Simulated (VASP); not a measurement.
Set up this calculation in VASP 6.6.1, as the native input.

```
Task                   : band structure
Functional             : PBEsol
Potentials or basis    : VASP PAW PBE potentials, release 64 (Ba_sv, Ti_sv, O)
Cutoff                 : 520 eV
k mesh                 : 8 × 8 × 8
Occupations            : gaussian, width 0.03 eV
Spin                   : no spin polarisation
Further INCAR settings : ALGO = Normal; EDIFF = 1e-06; NBANDS = 28
```

The structure of BaTiO3 lies in POSCAR:

```
BaTiO3                                  
1.0
    3.9830828737      0.0000000000      0.0000000000
    0.0000000000      3.9830828737      0.0000000000
    0.0000000000      0.0000000000      3.9830828737
  Ba              Ti              O             
     1     1     3
Direct
     0.5000000000000000    0.5000000000000000    0.5000000000000000
     0.0000000000000000    0.0000000000000000    0.0000000000000000
     0.5000000000000000    0.0000000000000000    0.0000000000000000
     0.0000000000000000    0.5000000000000000    0.0000000000000000
     0.0000000000000000    0.0000000000000000    0.5000000000000000
```

One way to write it, as run:

INCAR

```
PREC = Accurate
ENCUT = 520
EDIFF = 1E-6
ISMEAR = 0
SIGMA = 0.03
LREAL = False
LASPH = True
NELM = 80
ALGO = Normal
ISIF = 2
LWAVE = False
LCHARG = False
LMAXMIX = 4
GGA = PS
NBANDS = 28
ICORELEVEL = 1
```

KPOINTS

```
Automatic mesh
0
Gamma
  8 8 8
```

KPOINTS_OPT

```
explicit points
124
Reciprocal
 0.0000000000  0.0000000000  0.0000000000 1
 0.0000000000  0.0263157895  0.0000000000 1
 0.0000000000  0.0526315789  0.0000000000 1
 0.0000000000  0.0789473684  0.0000000000 1
 0.0000000000  0.1052631579  0.0000000000 1
 0.0000000000  0.1315789474  0.0000000000 1
 0.0000000000  0.1578947368  0.0000000000 1
 0.0000000000  0.1842105263  0.0000000000 1
 0.0000000000  0.2105263158  0.0000000000 1
 0.0000000000  0.2368421053  0.0000000000 1
 0.0000000000  0.2631578947  0.0000000000 1
 0.0000000000  0.2894736842  0.0000000000 1
 0.0000000000  0.3157894737  0.0000000000 1
 0.0000000000  0.3421052632  0.0000000000 1
 0.0000000000  0.3684210526  0.0000000000 1
 0.0000000000  0.3947368421  0.0000000000 1
 0.0000000000  0.4210526316  0.0000000000 1
 0.0000000000  0.4473684211  0.0000000000 1
 0.0000000000  0.4736842105  0.0000000000 1
 0.0000000000  0.5000000000  0.0000000000 1
 0.0000000000  0.5000000000  0.0000000000 1
 0.0263157895  0.5000000000  0.0000000000 1
 0.0526315789  0.5000000000  0.0000000000 1
 0.0789473684  0.5000000000  0.0000000000 1
 0.1052631579  0.5000000000  0.0000000000 1
 0.1315789474  0.5000000000  0.0000000000 1
 0.1578947368  0.5000000000  0.0000000000 1
 0.1842105263  0.5000000000  0.0000000000 1
 0.2105263158  0.5000000000  0.0000000000 1
 0.2368421053  0.5000000000  0.0000000000 1
 0.2631578947  0.5000000000  0.0000000000 1
 0.2894736842  0.5000000000  0.0000000000 1
 0.3157894737  0.5000000000  0.0000000000 1
 0.3421052632  0.5000000000  0.0000000000 1
 0.3684210526  0.5000000000  0.0000000000 1
 0.3947368421  0.5000000000  0.0000000000 1
 0.4210526316  0.5000000000  0.0000000000 1
 0.4473684211  0.5000000000  0.0000000000 1
 0.4736842105  0.5000000000  0.0000000000 1
 0.5000000000  0.5000000000  0.0000000000 1
 0.5000000000  0.5000000000  0.0000000000 1
 0.4736842105  0.4736842105  0.0000000000 1
 0.4473684211  0.4473684211  0.0000000000 1
 0.4210526316  0.4210526316  0.0000000000 1
 0.3947368421  0.3947368421  0.0000000000 1
 0.3684210526  0.3684210526  0.0000000000 1
 0.3421052632  0.3421052632  0.0000000000 1
 0.3157894737  0.3157894737  0.0000000000 1
 0.2894736842  0.2894736842  0.0000000000 1
 0.2631578947  0.2631578947  0.0000000000 1
 0.2368421053  0.2368421053  0.0000000000 1
 0.2105263158  0.2105263158  0.0000000000 1
 0.1842105263  0.1842105263  0.0000000000 1
 0.1578947368  0.1578947368  0.0000000000 1
 0.1315789474  0.1315789474  0.0000000000 1
 0.1052631579  0.1052631579  0.0000000000 1
 0.0789473684  0.0789473684  0.0000000000 1
 0.0526315789  0.0526315789  0.0000000000 1
 0.0263157895  0.0263157895  0.0000000000 1
 0.0000000000  0.0000000000  0.0000000000 1
 0.0000000000  0.0000000000  0.0000000000 1
 0.0263157895  0.0263157895  0.0263157895 1
 0.0526315789  0.0526315789  0.0526315789 1
 0.0789473684  0.0789473684  0.0789473684 1
 0.1052631579  0.1052631579  0.1052631579 1
 0.1315789474  0.1315789474  0.1315789474 1
 0.1578947368  0.1578947368  0.1578947368 1
 0.1842105263  0.1842105263  0.1842105263 1
 0.2105263158  0.2105263158  0.2105263158 1
 0.2368421053  0.2368421053  0.2368421053 1
 0.2631578947  0.2631578947  0.2631578947 1
 0.2894736842  0.2894736842  0.2894736842 1
 0.3157894737  0.3157894737  0.3157894737 1
 0.3421052632  0.3421052632  0.3421052632 1
 0.3684210526  0.3684210526  0.3684210526 1
 0.3947368421  0.3947368421  0.3947368421 1
 0.4210526316  0.4210526316  0.4210526316 1
 0.4473684211  0.4473684211  0.4473684211 1
 0.4736842105  0.4736842105  0.4736842105 1
 0.5000000000  0.5000000000  0.5000000000 1
 0.5000000000  0.5000000000  0.5000000000 1
 0.4736842105  0.5000000000  0.4736842105 1
 0.4473684211  0.5000000000  0.4473684211 1
 0.4210526316  0.5000000000  0.4210526316 1
 0.3947368421  0.5000000000  0.3947368421 1
 0.3684210526  0.5000000000  0.3684210526 1
 0.3421052632  0.5000000000  0.3421052632 1
 0.3157894737  0.5000000000  0.3157894737 1
 0.2894736842  0.5000000000  0.2894736842 1
 0.2631578947  0.5000000000  0.2631578947 1
 0.2368421053  0.5000000000  0.2368421053 1
 0.2105263158  0.5000000000  0.2105263158 1
 0.1842105263  0.5000000000  0.1842105263 1
 0.1578947368  0.5000000000  0.1578947368 1
 0.1315789474  0.5000000000  0.1315789474 1
 0.1052631579  0.5000000000  0.1052631579 1
 0.0789473684  0.5000000000  0.0789473684 1
 0.0526315789  0.5000000000  0.0526315789 1
 0.0263157895  0.5000000000  0.0263157895 1
 0.0000000000  0.5000000000  0.0000000000 1
 0.5000000000  0.5000000000  0.0000000000 1
 0.5000000000  0.5000000000  0.0263157895 1
 0.5000000000  0.5000000000  0.0526315789 1
 0.5000000000  0.5000000000  0.0789473684 1
 0.5000000000  0.5000000000  0.1052631579 1
 0.5000000000  0.5000000000  0.1315789474 1
 0.5000000000  0.5000000000  0.1578947368 1
 0.5000000000  0.5000000000  0.1842105263 1
 0.5000000000  0.5000000000  0.2105263158 1
 0.5000000000  0.5000000000  0.2368421053 1
 0.5000000000  0.5000000000  0.2631578947 1
 0.5000000000  0.5000000000  0.2894736842 1
 0.5000000000  0.5000000000  0.3157894737 1
 0.5000000000  0.5000000000  0.3421052632 1
 0.5000000000  0.5000000000  0.3684210526 1
 0.5000000000  0.5000000000  0.3947368421 1
 0.5000000000  0.5000000000  0.4210526316 1
 0.5000000000  0.5000000000  0.4473684211 1
 0.5000000000  0.5000000000  0.4736842105 1
 0.5000000000  0.5000000000  0.5000000000 1
 0.0000000000  0.0000000000  0.0000000000 1
 0.5000000000  0.5000000000  0.0000000000 1
 0.5000000000  0.5000000000  0.5000000000 1
 0.0000000000  0.5000000000  0.0000000000 1
```

Potentials or basis: VASP PAW PBE potentials, release 64 (Ba_sv, Ti_sv, O).

The run is started by

```console
$ cat potpaw_PBE.64/Ba_sv/POTCAR potpaw_PBE.64/Ti_sv/POTCAR potpaw_PBE.64/O/POTCAR > POTCAR
$ mpirun -np 1 vasp_std > vasp.out
```

Results of the run:

```json
{
 "Pressure": "0.2 GPa",
 "Band gap on the k mesh": "1.73 eV, indirect (least direct gap 1.86 eV)",
 "Band gap along the path": "1.73 eV, indirect (least direct gap 1.86 eV)"
}
```

Caveat: the PAW data sets were made with another functional, which shifts forces and pressure a little; spin-orbit coupling is left out, which moves the levels of the heavy elements.

Run time: 88 s on 1 thread of Intel(R) Xeon(R) Platinum 8559C (Emerald Rapids) (shared host), peak memory 0.24 GiB.
